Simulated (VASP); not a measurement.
# SnTe (Fm-3m) in VASP: further runs

Runs on SnTe. Level: PBE+D3(BJ). Tasks: relaxation of cell and atoms.

Everything below comes from runs of VASP 6.6.1. Logs are shortened: lines on timing, memory, paths and dates and some standing lists are left out, and cuts for length are marked.

### Step 1. Starting point

It takes space group Fm-3m (No. 225, cubic). The conventional cell has a = 6.302 Å, b = 6.302 Å, c = 6.302 Å, α = 90.00°, β = 90.00°, γ = 90.00°. Around Sn (site symmetry m-3m) lie 6 Te at 3.15 Å. Te (site symmetry m-3m) has 6 Sn at 3.15 Å as nearest neighbours.

### Step 2. Relaxation of cell and atoms, PBE+D3(BJ)

Contents of INCAR:

```
SYSTEM = SnTe
PREC     = Accurate       ! precision mode
ENCUT    = 520            ! plane-wave cutoff, eV
EDIFF    = 1E-7           ! SCF threshold, eV
ISMEAR   = 0              ! smearing method
SIGMA    = 0.02           ! smearing width, eV
LREAL    = .FALSE.        ! projectors in reciprocal space
LASPH    = .TRUE.         ! aspherical terms in the spheres
NELM     = 100            ! most SCF steps
ALGO     = Fast           ! electronic algorithm
ISIF     = 3              ! what is computed and relaxed
LWAVE    = .FALSE.        ! write WAVECAR
LCHARG   = .FALSE.        ! write CHGCAR
GGA      = PE             ! functional
IVDW     = 12             ! dispersion correction
IBRION   = 2              ! ionic algorithm
NSW      = 80             ! ionic steps
EDIFFG   = -0.002         ! ionic threshold
```

Contents of KPOINTS:

```
regular mesh
0
G
  8 8 8
  0 0 0
```

Contents of POSCAR:

```
SnTe
1.0
    0.0000000000      3.1508500000      3.1508500000
    3.1508500000      0.0000000000      3.1508500000
    3.1508500000      3.1508500000      0.0000000000
Sn Te
1 1
Direct
    0.0000000000      0.0000000000      0.0000000000
    0.5000000000      0.5000000000      0.5000000000
```

Potentials or basis: VASP PAW PBE potentials, release 64 (Sn_d, Te).

Started as:

```console
$ cat potpaw_PBE.64/Sn_d/POTCAR potpaw_PBE.64/Te/POTCAR > POTCAR
$ mpirun -np 1 vasp_std > vasp.out
```

OUTCAR:

```text
SYSTEM = SnTe
   PREC = Accurate
   ENCUT = 520
   EDIFF = 1E-7
   ISMEAR = 0
   LREAL = .FALSE.
   LASPH = .TRUE.
   NELM = 100
   ISIF = 3
   GGA = PE
   IVDW = 12
   IBRION = 2
   NSW = 80
   EDIFFG = -0.002
 IVDW          = 12

 ion  position               nearest neighbor table
   1  0.000  0.000  0.000-   2 3.15   2 3.15   2 3.15   2 3.15   2 3.15   2 3.15
   2  0.500  0.500  0.500-   1 3.15   1 3.15   1 3.15   1 3.15   1 3.15   1 3.15

  LATTYP: Found a face centered cubic cell.
 ALAT       =     6.3017000000

  Lattice vectors:

 A1 = (   0.0000000000,   3.1508500000,   3.1508500000)
 A2 = (   3.1508500000,   0.0000000000,   3.1508500000)
 A3 = (   3.1508500000,   3.1508500000,   0.0000000000)

Analysis of symmetry for initial positions (statically):
=====================================================================
 Subroutine PRICEL returns:
 Original cell was already a primitive cell.

 Routine SETGRP: Setting up the symmetry group for a
 face centered cubic supercell.

 Subroutine GETGRP returns: Found 48 space group operations
 (whereof 48 operations were pure point group operations)
 out of a pool of 48 trial point group operations.

The static configuration has the point symmetry O_h .

Analysis of symmetry for dynamics (positions and initial velocities):
=====================================================================
 Subroutine PRICEL returns:
 Original cell was already a primitive cell.

 Routine SETGRP: Setting up the symmetry group for a
 face centered cubic supercell.

 Subroutine GETGRP returns: Found 48 space group operations
 (whereof 48 operations were pure point group operations)
 out of a pool of 48 trial point group operations.

The dynamic configuration has the point symmetry O_h .

 Subroutine INISYM returns: Found 48 space group operations
 (whereof 48 operations are pure point group operations),
 and found     1 'primitive' translations

----------------------------------------------------------------------------------------

                                     Primitive cell

  volume of cell :      62.5624

  direct lattice vectors                    reciprocal lattice vectors
     0.000000000  3.150850000  3.150850000    -0.158687338  0.158687338  0.158687338
     3.150850000  0.000000000  3.150850000     0.158687338 -0.158687338  0.158687338
     3.150850000  3.150850000  0.000000000     0.158687338  0.158687338 -0.158687338

  length of vectors
     4.455974803  4.455974803  4.455974803     0.274854533  0.274854533  0.274854533

  position of ions in fractional coordinates (direct lattice)
     0.000000000  0.000000000  0.000000000
     0.500000000  0.500000000  0.500000000

  ion indices of the primitive-cell ions
   primitive index   ion index
                 1           1
                 2           2

----------------------------------------------------------------------------------------

 KPOINTS: regular mesh

Automatic generation of k-mesh.
 Grid dimensions read from file:
 generate k-points for:    8    8    8

 Generating k-lattice:

  Cartesian coordinates                     Fractional coordinates (reciprocal lattice)
    -0.019835917  0.019835917  0.019835917     0.125000000  0.000000000  0.000000000
     0.019835917 -0.019835917  0.019835917     0.000000000  0.125000000  0.000000000
     0.019835917  0.019835917 -0.019835917     0.000000000  0.000000000  0.125000000

  Length of vectors
     0.034356817  0.034356817  0.034356817

  Shift w.r.t. Gamma in fractional coordinates (k-lattice)
     0.000000000  0.000000000  0.000000000

 Subroutine IBZKPT returns following result:
 ===========================================

 Found     29 irreducible k-points:

 Following reciprocal coordinates:
            Coordinates               Weight
  0.000000  0.000000  0.000000      1.000000
  0.125000  0.000000  0.000000      8.000000
  0.250000  0.000000  0.000000      8.000000
  0.375000  0.000000  0.000000      8.000000
  0.500000  0.000000  0.000000      4.000000
  0.125000  0.125000  0.000000      6.000000
[... 16 lines left out ...]
  0.500000  0.250000  0.125000     48.000000
 -0.375000  0.250000  0.125000     24.000000
 [... further k-points ...]
   k-points           NKPTS =     29   k-points in BZ     NKDIM =     29   number of bands    NBANDS=     14
   number of dos      NEDOS =    301   number of ions     NIONS =      2
   total plane-waves  NPLWV =  46656
   dimension x,y,z NGX =    36 NGY =   36 NGZ =   36
   dimension x,y,z NGXF=    72 NGYF=   72 NGZF=   72
   ions per type =               1   1
   NGX,Y,Z   is equivalent  to a cutoff of  13.43, 13.43, 13.43 a.u.
   NGXF,Y,Z  is equivalent  to a cutoff of  26.86, 26.86, 26.86 a.u.
 SYSTEM =  SnTe
   PREC   = accura    normal or accurate (medium, high low for compatibility)
   ISTART =      0    job   : 0-new  1-cont  2-samecut
   ICHARG =      2    charge: 1-file 2-atom 10-const
   ISPIN  =      1    spin polarized calculation?
   LNONCOLLINEAR =      F non collinear calculations
   LSORBIT =      F    spin-orbit coupling
   LASPH  =      T    aspherical Exc in radial PAW
   ENCUT  =  520.0 eV  38.22 Ry    6.18 a.u.   8.29  8.29  8.29*2*pi/ulx,y,z
   NELM   =    100;   NELMIN=  2; NELMDL= -5     # of ELM steps
   EDIFF  = 0.1E-06   stopping-criterion for ELM
   LREAL  =      F    real-space projection
   EDIFFG = -.2E-02   stopping-criterion for IOM
   NSW    =     80    number of steps for IOM
   IBRION =      2    ionic relax: 0-MD 1-quasi-New 2-CG
   NFREE  =      1    steps in history (QN), initial steepest desc. (CG)
   ISIF   =      3    stress and relaxation
   ISYM   =      2    0-nonsym 1-usesym 2-fastsym
   POTIM  = 0.5000    time-step for ionic-motion
   TEBEG  =    0.0;   TEEND  =   0.0 temperature during run
   PSTRESS=    0.0 pullay stress
   NELECT =      20.0000    total number of electrons
   NUPDOWN=      -1.0000    fix difference up-down
   EMIN   =  10.00;   EMAX   =-10.00  energy-range for DOS
   EFERMI =   0.00;   METHOD = LEGACY
   ISMEAR =     0;   SIGMA  =   0.02  broadening in eV -4-tet -1-fermi 0-gaus
   EFERMI_NEDOS =   21; number of points for ismear=-14 and -15
   IALGO  =     68    algorithm
   IMIX   =      4    mixing-type and parameters
     AMIX     =   0.40;   BMIX     =  1.00
     AMIX_MAG =   1.60;   BMIX_MAG =  1.00
  volume/ion in A,a.u.               =      31.28       211.10
  Fermi-wavevector in a.u.,A,eV,Ry     =   1.119387  2.115336 17.048485  1.253028
  Thomas-Fermi vector in A             =   2.256026
   LORBIT       =      0    0 simple, 1 ext, 2 COOP (PROOUT), +10 PAW based schemes
   GGA     = PE    functional components
   LHFCALC =     F    Hartree Fock is set to
   AEXX    =    0.0000 exact exchange contribution
   IVDW    =    12    specifies the selected vdW correction
   LEPSILON=     F    determine dielectric tensor
   LRPA    =     F    only Hartree local field effects (RPA)
 conjugate gradient relaxation of ions
 non-spin polarized calculation
 RMM-DIIS sequential band-by-band and
 Gauss-broadening in eV      SIGMA  =   0.02
  energy-cutoff  :      520.00
  volume of cell :       62.56
 maximum number of plane-waves:      1708
 NGX is ok and might be reduce to    36
   NGX = 17   NGY = 17   NGZ = 17

--------------------------------------- Ionic step        1  -------------------------------------------

 number of electron      19.9999998 magnetization

 Free energy of the ion-electron system (eV)
  ---------------------------------------------------
  ext. energy  EPLUGINS =         0.00000000
  ---------------------------------------------------
  free energy    TOTEN  =        -7.54100302 eV

  energy without entropy =       -7.54100247  energy(sigma->0) =       -7.54100274

------------------------ aborting loop because EDIFF is reached ----------------------------------------

 Edisp (eV)   -0.80183

 E8    (eV) :    -0.3779

  FORCE on cell =-STRESS in cart. coord.  units (eV):
  Direction    XX          YY          ZZ          XY          YZ          ZX
  --------------------------------------------------------------------------------------
  -------------------------------------------------------------------------------------
  Total       0.05470     0.05470     0.05470     0.00000     0.00000     0.00000
  in kB       1.40094     1.40094     1.40094     0.00000     0.00000     0.00000
  external pressure =        1.40 kB  Pullay stress =        0.00 kB
[... 61 lines left out ...]
  energy  without entropy=       -8.3428968291  energy(sigma->0) =       -8.34289787

--------------------------------------- Ionic step        3  -------------------------------------------

 number of electron      19.9999999 magnetization

 Free energy of the ion-electron system (eV)
  ---------------------------------------------------
  ext. energy  EPLUGINS =         0.00000000
  ---------------------------------------------------
  free energy    TOTEN  =        -7.54340947 eV

  energy without entropy =       -7.54340803  energy(sigma->0) =       -7.54340875

 E-fermi :   6.9793     XC(G=0):  -9.4830

 val. band max:        6.9353997802   @ k =   0.5000   0.0000   0.0000
 cond. band min:       7.0231003204   @ k =   0.5000   0.0000   0.0000
 fundamental gap:      0.0877005402
 Fermi energy:         6.9792500605

 k-point     1 :       0.0000    0.0000    0.0000
  band No.  band energies     occupation
      1     -14.9851      2.00000
      2     -14.9851      2.00000
      3     -14.9794      2.00000
      4     -14.9794      2.00000
      5     -14.9794      2.00000
      6      -5.8612      2.00000
      7       2.2325      2.00000
      8       4.7851      2.00000
      9       4.7851      2.00000
     10       4.7851      2.00000
     11      10.2657      0.00000
     12      10.2657      0.00000
     13      10.2657      0.00000
     14      11.6771      0.00000
[... 375 lines left out ...]
 k-point    24 :      -0.3750    0.2500    0.1250
  band No.  band energies     occupation
      1     -14.9934      2.00000
      2     -14.9875      2.00000
      3     -14.9765      2.00000
      4     -14.9744      2.00000
      5     -14.9712      2.00000
      6      -4.4045      2.00000
      7      -1.0283      2.00000
      8       3.1648      2.00000
      9       3.5493      2.00000
     10       5.9843      2.00000
     11       7.4309      0.00000
     12       9.8399      0.00000
     13      10.4943      0.00000
     14      12.9407      0.00000

 [... further k-points ...]

------------------------ aborting loop because EDIFF is reached ----------------------------------------

 Edisp (eV)   -0.79950

 E8    (eV) :    -0.3768

  FORCE on cell =-STRESS in cart. coord.  units (eV):
  Direction    XX          YY          ZZ          XY          YZ          ZX
  --------------------------------------------------------------------------------------
  -------------------------------------------------------------------------------------
  Total       0.00347     0.00347     0.00347     0.00000     0.00000     0.00000
  in kB       0.08866     0.08866     0.08866     0.00000     0.00000     0.00000
  external pressure =        0.09 kB  Pullay stress =        0.00 kB
[... 17 lines left out ...]
  FREE ENERGIE OF THE ION-ELECTRON SYSTEM (eV)
  ---------------------------------------------------
  free  energy   TOTEN  =        -8.3429099942 eV

  energy  without entropy=       -8.3429085535  energy(sigma->0) =       -8.34290927

 reached required accuracy - stopping structural energy minimisation
```

Wall time 50 s (1 thread of AMD EPYC 9R45 (Zen 5), shared host); peak memory 0.19 GiB.

Results:

```
Free energy                            : -8.3429 eV
Relaxed volume                         : 31.37 Å³/atom
Relaxed cell                           : a = 4.460 Å, b = 4.460 Å, c = 4.460 Å, α = 60.00°, β = 60.00°, γ = 60.00°
Space group after relaxing (to 0.05 Å) : Fm-3m (No. 225)
Energy gained by relaxing              : 0.0 meV/atom
Ionic steps                            : 3
Pressure after relaxing                : 0.0 GPa
Band gap on the k mesh                 : 0.09 eV, direct
Dispersion energy per atom             : -0.400 eV
```

Final structure:
```
Sn Te
1.0
     0.00000    3.15380    3.15380
     3.15380    0.00000    3.15380
     3.15380    3.15380    0.00000
Sn Te
1 1
Cartesian
  0.0000 0.0000 0.0000
  3.1538 3.1538 3.1538
```

Caveat: spin-orbit coupling is left out, which moves the levels of the heavy elements.

### Step 3. Relaxation of cell and atoms, PBE+D3(BJ)

This run uses another cell than the first one, of 31.37 Å³/atom, 1.003 times its volume.

INCAR is that of step 2.

KPOINTS is that of step 2.

Contents of POSCAR:

```
SnTe                                    
1.0
    0.0000000000      3.1537960944      3.1537960944
    3.1537960944      0.0000000000      3.1537960944
    3.1537960944      3.1537960944      0.0000000000
  Sn              Te            
     1     1
Direct
     0.0000000000000000    0.0000000000000000    0.0000000000000000
     0.5000000000000000    0.5000000000000000    0.5000000000000000
```

Potentials or basis: VASP PAW PBE potentials, release 64 (Sn_d, Te).

Started as:

```console
$ cat potpaw_PBE.64/Sn_d/POTCAR potpaw_PBE.64/Te/POTCAR > POTCAR
$ mpirun -np 1 vasp_std > vasp.out
```

Wall time 23 s (1 thread of AMD EPYC 9R45 (Zen 5), shared host); peak memory 0.19 GiB.

Results (log left out):

| Item | Value |
| --- | --- |
| Free energy | -8.3429 eV |
| Pressure after relaxing | 0.0 GPa |
| Band gap on the k mesh | 0.09 eV, direct |
| Dispersion energy per atom | -0.400 eV |

Final structure:
```cif
data_structure
_symmetry_space_group_name_H-M 'P 1'
_symmetry_Int_Tables_number 1
_cell_length_a 4.4601
_cell_length_b 4.4601
_cell_length_c 4.4601
_cell_angle_alpha 60.000
_cell_angle_beta 60.000
_cell_angle_gamma 60.000
_cell_volume 62.74
loop_
_atom_site_label
_atom_site_type_symbol
_atom_site_fract_x
_atom_site_fract_y
_atom_site_fract_z
_atom_site_occupancy
Sn1 Sn 0.00000 0.00000 0.00000 1
Te1 Te 0.50000 0.50000 0.50000 1
```

Levels at points of the mesh, in eV from the valence-band top:
```csv
k point,band 8,band 9,band 10,band 11,band 12,band 13
"(0.00, 0.00, 0.00)",-2.15,-2.15,-2.15,3.33,3.33,3.33
"(0.50, 0.00, 0.00)",-1.81,-1.81,0.00,0.09,0.36,0.36
"(0.50, 0.50, 0.00)",-5.57,-3.74,-3.74,2.17,4.90,4.90
```

Caveat: the relaxation stopped at its first step, so nothing moved; spin-orbit coupling is left out, which moves the levels of the heavy elements. A k mesh can miss the band edges.
